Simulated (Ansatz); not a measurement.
# BN (P6_3mc): exact exchange against the cheap answer (a further series), part 3 of 3

How far do hybrid functionals move BN (P6_3mc) from its cheap description, and at what price?

Ansatz 0.2.0; DFT at several levels, plane waves, PAW. Earlier steps stand in the parts before.

## Step 5: HSE06 form (screening 0.4 Å⁻¹)

The COD entry's cell or inner coordinates are ideal or old and differ from later refinements, so a difference from it is no clean test against experiment.

The input, input.yaml:

```yaml
crystal:
  lattice:
    - [2.536930026, 0.0, 0.0]
    - [-1.268465013, 2.1970458501, 0.0]
    - [0.0, 0.0, 4.1959171737]
  atoms:
    - { symbol: B, position: [0.6666666667, 0.3333333333, 0.0002721794] }
    - { symbol: B, position: [0.3333333333, 0.6666666667, 0.5002721794] }
    - { symbol: "N", position: [0.6666666667, 0.3333333333, 0.3747278206] }
    - { symbol: "N", position: [0.3333333333, 0.6666666667, 0.8747278206] }
basis:
  ecutwfc: 420
  ecutrho_ratio: 4
kpoints:
  mp_grid: { grid: [6, 6, 4] }
hamiltonian:
  xc: { preset: hse06, exx: { coeff: 0.25, omega: 0.4 } }
scf:
  occupations: { method: gaussian, width: 0.05 }
  n_extra_bands: 11
output:
  forces: true
  stress: true
  eigenvalues: true
  populations: true
  dos: { projected: true, de: 0.02 }
```

Launch:

```sh
ansatz run input.yaml --threads 4 --pin off --max-ram 8192MiB --backend cpu --events-out ev --progress --plain --runs-dir out
```

What it wrote:

```text
Warning: output.stress: scf.convergence.dr2_threshold = 1e-7 eV (the SCF's general default) is looser than the 4e-10 eV advised for a printed stress (1e-10 eV for each atom of the cell: 4). What an SCF threshold leaves in a stress goes as its square root, and in the free energy as the threshold itself, and one threshold admits the most on a small cell: of the crystals measured, under no hybrid functional and no lock of the moments, on runs that ended without the residual-converged pass, on stresses that held no estimate of that error, the worst erred by over 100 MPa in a component at 1e-7 eV an atom and by under 5 at 1e-10. Set scf.convergence.dr2_threshold to 4e-10 eV or tighter. The threshold is an SCF's pass mark: one that does not reach it within its budget of iterations ends unconverged, or closes short of it on a stop that the run arms, and scf.convergence.dr2_threshold's page says what that costs each kind of run
Warning: output.stress: scf.exx.energy_threshold = 1e-6 eV is looser than the 4e-8 eV advised for a stress under a hybrid functional (1e-8 eV for each atom of the cell: 4). Every SCF of the exchange loop can meet its threshold on dr2 while the loop round them stops early: no threshold on dr2 bounds what that leaves in the stress. Set scf.exx.energy_threshold to 4e-8 eV or tighter. The threshold is the loop's pass mark: a loop that does not reach it within its budget of cycles ends unconverged, and scf.exx.energy_threshold's page has the law
Warning: RAYON_NUM_THREADS=4 ignored (pool sized by the plan → 4); use --threads N
scf.n_extra_bands = 11 over 8 filled bands (N_el = 16.0): the run solves 19 bands
Engine: ansatz 0.2.0, aarch64-unknown-linux-gnu
Pseudopotentials: kind: paw
Pseudopotential: B, paw, valence charge 3, recommended cutoff 420 eV (normal), B.paw.azcp
Pseudopotential: N, paw, valence charge 5, recommended cutoff 420 eV (normal), N.paw.azcp
Functional definition: unnamed
  parameter a_1 = 0.25
  parameter omega_1 = 0.4/angstrom
  exchange = pbe_x + (-a_1)*pbe_x_sr(omega_1) + a_1*exact_x_sr(omega_1)
  correlation = pbe_c
Crystal: 4 atoms, lattice volume = 23.387 Å³
Basis set: ecut = 420 eV, 465 PW (Γ), exchange–correlation on 36×36×60 points (8 copies of the dense FFT grid, shifted against one another)
Bands: 19, of which v1, the nominal top of the filled ones, is band 8 counted from 1 (7 counted from 0)
Symmetry: 12 space group operations
Space group: P63mc (ITA 186), of the structure as read, at distance tolerance 2.9e-5 Å
k-points: 21 of 144 (time reversal used)
Non-local potential: B, projectors of the file, l = 0: 2, l = 1: 2, l = 2: 1
Non-local potential: N, projectors of the file, l = 0: 2, l = 1: 2, l = 2: 1
PAW form: soft (Blöchl's): semilocal exchange-correlation on the pseudo side does not see the compensation charge
PAW frozen core: B, regenerated for the run's functional, and the local potential with it (the file was generated under x = pbe(κ = 0.804, μ = 0.2195149727645171), c = pbe(β = 0.06672455060314922))
PAW frozen core: N, regenerated for the run's functional, and the local potential with it (the file was generated under x = pbe(κ = 0.804, μ = 0.2195149727645171), c = pbe(β = 0.06672455060314922))
PAW one-centre angular grid: B, 110 points (default); XC on 64 Gauss nodes
PAW one-centre angular grid: N, 110 points (default); XC on 64 Gauss nodes
Initial density: superposition of atomic densities (neutral atoms: chi_scale 0, normalization atom), corrected by the library's trained network
Initial wavefunctions: pseudopotential atomic-orbital guess
Functional: x = pbe(κ = 0.804, μ = 0.2195149727645171), c = pbe(β = 0.06672455060314922), warm-up for x = pbe(κ = 0.804, μ = 0.2195149727645171) + 0.25 (exact − pbe) at short range (hse, ω = 0.4 Å⁻¹), c = pbe(β = 0.06672455060314922)
SCF iter   1: F=—  HF=-1084.466430 eV  |F-HF|=—  |Δ(HF+E_count)|=         —  Δρ=3.09e-3  dr2=1.11e-3  ethr=1.77e-3  ⟨swp⟩=2.0  Hψ=2674  notcnv=0
preconditioner: auto → none  [insulator: Δε(μ)=5.163 eV  Ē_g=22.769 eV  σ=0.050 eV  W_gap=1.00  n_scr=2 (ndim 8)  ℏωp=30.7 eV  f_vac=0.000  D(μ)=0.00/eV (n_scr^D=0)]
SCF iter   2: F=-1084.466716 eV  HF=-1084.466614 eV  |F-HF|=1.02e-4  |Δ(HF+E_count)|=   1.84e-4  Δρ=1.23e-3  dr2=1.47e-4  ethr=6.96e-6  ⟨swp⟩=2.7  Hψ=602  notcnv=0  defer=5
SCF 1 stopped early in 2 iterations: F = -1084.466716 eV  dr2 = 1.47e-4
Initial density: handed on by an earlier stage of this run
Initial wavefunctions: those handed on with the density
Functional: x = pbe(κ = 0.804, μ = 0.2195149727645171) + 0.25 (exact − pbe) at short range (hse, ω = 0.4 Å⁻¹), c = pbe(β = 0.06672455060314922)
Exchange kernel: α = 0.2500, screened, ω = 0.4000 Å⁻¹, Wigner–Seitz truncation, v(0) = 282.7351 eV·Å³, q-mesh 6×6×4, nearest image of the exchange supercell L = 15.22 Å, pair-density grid 12×12×20, without the augmentation charges, whose exchange is taken in its separable form by FFT convolution over the k-point mesh (sized by the pseudopotential files, 15×15×30 at the most), smooth part of the exact exchange by density-matrix convolution
Frozen-core exchange: fock
SCF iter   1: F=—  HF=-1084.647266 eV  |F-HF|=—  |Δ(HF+E_count)|=         —  Δρ=8.89e-3  dr2=8.31e-3  ethr=9.20e-6  ⟨swp⟩=5.1  Hψ=1704  notcnv=0
preconditioner: auto → none  [insulator: Δε(μ)=6.032 eV  Ē_g=24.834 eV  σ=0.050 eV  W_gap=1.00  n_scr=2 (ndim 8)  ℏωp=30.7 eV  f_vac=0.000  D(μ)=0.00/eV (n_scr^D=0)]
SCF iter   2: F=—  HF=-1084.644151 eV  |F-HF|=—  |Δ(HF+E_count)|=   3.12e-3  Δρ=4.06e-3  dr2=1.47e-3  ethr=9.20e-6  ⟨swp⟩=3.0  Hψ=698  notcnv=0
SCF iter   3: F=—  HF=-1084.646604 eV  |F-HF|=—  |Δ(HF+E_count)|=   2.45e-3  Δρ=1.23e-3  dr2=3.00e-4  ethr=7.99e-6  ⟨swp⟩=2.1  Hψ=624  notcnv=0  defer=1
SCF iter   4: F=—  HF=-1084.646525 eV  |F-HF|=—  |Δ(HF+E_count)|=   7.93e-5  Δρ=5.29e-4  dr2=5.75e-5  ethr=1.83e-6  ⟨swp⟩=3.0  Hψ=641  notcnv=0
iter 5 solved again at ethr=6.79e-9 eV; its pass at ethr=3.14e-7 eV (dr2=1.09e-6 eV) is discarded
SCF iter   5: F=—  HF=-1084.646507 eV  |F-HF|=—  |Δ(HF+E_count)|=   1.76e-5  Δρ=8.76e-5  dr2=2.46e-6  ethr=6.79e-9  ⟨swp⟩=3.4  Hψ=1454  notcnv=0  defer=4
SCF iter   6: F=-1084.646519 eV  HF=-1084.646519 eV  |F-HF|=8.78e-7  |Δ(HF+E_count)|=   1.23e-5  Δρ=6.18e-5  dr2=7.68e-7  ethr=6.27e-9  ⟨swp⟩=3.2  Hψ=748  notcnv=0  defer=2
SCF 2 stopped early in 6 iterations: F = -1084.646519 eV  dr2 = 7.68e-7
  Residual-converged pass: ⟨swp⟩=3.0  Hψ=683  notcnv=0  max |occ|·‖R‖ = 6.4e-6 eV (tolerance 6.7e-6 eV)  dr2=7.69e-7  dr2_onsite=2.28e-8  max |Δocc| = 0.0e0
hybrid outer 1: dexx = +3.111e-3 eV, tail = 8.44e-6 eV
Exchange kernel: α = 0.2500, screened, ω = 0.4000 Å⁻¹, Wigner–Seitz truncation, v(0) = 282.7351 eV·Å³, q-mesh 6×6×4, nearest image of the exchange supercell L = 15.22 Å, pair-density grid 12×12×20, without the augmentation charges, whose exchange is taken in its separable form by FFT convolution over the k-point mesh (sized by the pseudopotential files, 15×15×30 at the most), smooth part of the exact exchange by density-matrix convolution
Frozen-core exchange: fock
SCF iter   1: F=—  HF=-1084.646566 eV  |F-HF|=—  |Δ(HF+E_count)|=         —  Δρ=3.71e-5  dr2=1.43e-7  ethr=2.64e-7  ⟨swp⟩=4.0  Hψ=985  notcnv=0
preconditioner: auto → none  [insulator: Δε(μ)=6.067 eV  Ē_g=24.834 eV  σ=0.050 eV  W_gap=1.00  n_scr=2 (ndim 8)  ℏωp=30.7 eV  f_vac=0.000  D(μ)=0.00/eV (n_scr^D=0)]
SCF iter   2: F=—  HF=-1084.646566 eV  |F-HF|=—  |Δ(HF+E_count)|=   8.94e-9  Δρ=9.24e-6  dr2=1.65e-8  ethr=8.17e-10  ⟨swp⟩=3.0  Hψ=685  notcnv=0
SCF iter   3: F=—  HF=-1084.646566 eV  |F-HF|=—  |Δ(HF+E_count)|=   7.03e-8  Δρ=5.70e-6  dr2=5.00e-9  ethr=3.04e-11  ⟨swp⟩=3.5  Hψ=909  notcnv=0  defer=6
SCF iter   4: F=-1084.646566 eV  HF=-1084.646566 eV  |F-HF|=8.87e-12  |Δ(HF+E_count)|=   1.94e-9  Δρ=5.65e-7  dr2=7.20e-11  ethr=2.68e-11  ⟨swp⟩=2.9  Hψ=621  notcnv=0
SCF 3 converged in 4 iterations: F = -1084.646566 eV  dr2 = 7.20e-11
  Residual-converged pass: ⟨swp⟩=3.0  Hψ=692  notcnv=0  max |occ|·‖R‖ = 5.9e-7 eV (tolerance 6.3e-7 eV)  dr2=6.96e-11  dr2_onsite=7.42e-12  max |Δocc| = 0.0e0
hybrid outer 2: dexx = +9.503e-8 eV, tail = 1.97e-9 eV, Δε = 1.78e-3 eV (about 2.89e-5 eV left of the loop's levels), ΔF = 3.28e-4 eV/Å (tail 7.49e-5)
hybrid SCF converged: 2 outer / 10 inner (+2 warm-up), last move |dexx| = 9.50e-8 eV, tail = 1.97e-9 eV
Stability not checked: this state was not tested for a lower state beside it, because the functional holds exact exchange (a hybrid, or Hartree-Fock), whose exchange loop this test does not read (fock_operator; see scf.lower_state_search)
Free energy (F): -1084.646566 eV
Frozen-core exchange: fock
Harris-Foulkes:  -1084.646566 eV  (|F-HF|=8.87e-12)
Internal energy: -1084.646566 eV  (E = F + TS)
E sigma→0 (E₀):  -1084.646566 eV
Fermi energy:    13.945746 eV
--- Per-component energies (eV) ---
  E_band       = 35.067835
  E_kinetic    = 372.649633
  E_local      = -348.623618  (includes V_loc(G=0)·N_el)
  E_nonlocal   = 111.391738
  E_hartree    = 98.626557
  E_xc         = -156.831221
  E_vxc        = -191.914145  (∫ρ·V_xc dr)
  E_exx        = -33.572082  (= α·E_x^exact, valence–valence)
  E_paw        = -409.948329  (= ΣΔE_a)
  E_vpaw       = -38.544786  (= ΣTr[D̂ρ^β])
  E_aug_tail   = 0.000203  (compensation charges beyond the density's cutoff)
  E_ewald      = -718.271123
  E_core_change = -0.068324  (= ΣΔE_core)
  E_smearing   = -0.000000  (= −TS)
  E_closure    = 0.000000  (closes the sum)
  Σ components = -1084.646566   (vs F -1084.646566, Δ=-2.27e-13)
--- Forces (eV/Å), atoms counted from 1 ---
  atom   1  B     -0.00000000    -0.00000000    -0.02557316
  atom   2  B      0.00000000     0.00000000    -0.02557316
  atom   3  N     -0.00000000     0.00000000     0.02557037
  atom   4  N     -0.00000000    -0.00000000     0.02557037
  max |Σ_I F_I| component: 5.58e-6 eV/Å
--- Stress (GPa, compression-positive) ---
       -0.172683       0.000000      -0.000000
        0.000000      -0.172683       0.000000
        0.000000       0.000000      -0.645823
  P = ⅓ Tr σ = -0.3304 GPa (-3.304 kbar)
--- Band table (eV; the first three rows and the last of 21) ---
  k-point 0: bands = ["-11.3230", "-6.8444", "-0.8921", "8.6149", "8.6149", "10.6294", "10.9121", "10.9121", "20.5437", "20.5437", "20.8218", "21.7429", "23.1306", "24.3263", "24.3263", "28.9939", "33.7855", "33.7855", "33.9747"]
  k-point 1: bands = ["-10.9194", "-8.0187", "1.0031", "8.6496", "8.8974", "8.8974", "10.5064", "10.5064", "21.0034", "21.0034", "21.4440", "21.7346", "23.6098", "23.6098", "23.7568", "27.9863", "34.8253", "35.0233", "35.0233"]
  k-point 2: bands = ["-9.7470", "-9.7470", "4.7538", "4.7538", "9.6431", "9.6431", "9.6431", "9.6431", "21.7120", "21.7120", "22.1904", "22.1904", "22.1904", "22.1904", "25.8082", "25.8082", "35.9796", "35.9796", "38.2928"]
  k-point 20: bands = ["-5.4395", "-5.4395", "1.3152", "1.3152", "2.6116", "2.6116", "7.6399", "7.6399", "21.4843", "21.4843", "22.3031", "22.3031", "27.1140", "27.1140", "29.5666", "29.5666", "31.3204", "31.3204", "37.7517"]
--- Löwdin populations: 4 sites ---
  site symbol       q [e]
     0      B      2.6548
     1      B      2.6548
     2      N      5.3144
     3      N      5.3144
  spilling = 0.003855 (of n_electrons = 16.000000)
```

Wall time 5.1 s (4 threads of Arm Neoverse V1, shared host); peak memory 0.6 GiB.

Read off: volume 5.847 Å³/atom, pressure -0.33 GPa, mesh gap 6.07 eV.

The density of states, summed over windows 1 eV wide (valence-band top at zero):

```csv
from,to,total,N 2p,B 2p,N 2s
-7,-6,1.22,0.78,0.30,0.05
-6,-5,1.29,0.84,0.34,0.03
-5,-4,1.44,0.98,0.38,0.03
-4,-3,2.16,1.54,0.54,0.03
-3,-2,1.34,1.00,0.30,0.01
-2,-1,0.60,0.48,0.12,0.00
-1,0,0.17,0.14,0.02,0.00
0,1,0.00,0.00,0.00,0.00
1,2,0.00,0.00,0.00,0.00
2,3,0.00,0.00,0.00,0.00
3,4,0.00,0.00,0.00,0.00
4,5,0.00,0.00,0.00,0.00
5,6,0.00,0.00,0.00,0.00
6,7,0.01,0.00,0.01,0.00
7,8,0.34,0.05,0.17,0.04
8,9,1.13,0.13,0.57,0.18
9,10,1.33,0.15,0.72,0.22
```

## Step 6: All levels side by side

What follows sums up all 3 parts.

| level | exact exchange | gap on the mesh (eV) | change of gap (eV) | pressure (GPa) | wall time | CPU time |
| --- | --- | --- | --- | --- | --- | --- |
| PBE (earlier series) | 0.00 | 5.18 | 0 | 8.0 | 0.43 s | 1.2 s |
| HSE06 | 0.25 | 6.51 | +1.32 | -1.1 | 5 s | 16 s |
| PBE0 form (fraction 0.4) | 0.40 | 8.56 | +3.37 | -6.2 | 5.5 s | 18 s |
| HSE06 form (screening 0.3 Å⁻¹) | 0.25 | 6.27 | +1.09 | -0.8 | 5 s | 16 s |
| HSE06 form (screening 0.4 Å⁻¹) | 0.25 | 6.07 | +0.88 | -0.3 | 5.1 s | 16 s |

Changes count from PBE. Times are on 4 threads of Arm Neoverse V1, shared host; the hybrid runs also made densities of states.

Against 5.18 eV at PBE, the runs with exact exchange give 6.07 (HSE06 form (screening 0.4 Å⁻¹)) to 8.56 eV (PBE0 form (fraction 0.4)). The pressure spans -6.2 to 8.0 GPa, negative where a level wants a smaller cell on this coarse mesh, whose own error is in all of them. The median run with exact exchange took 13 times the CPU time of the cheap one. Gaps are over this coarse mesh alone, and total energies of different levels can't be compared. The program warned that the SCF threshold is loose for the stress of this hybrid run.
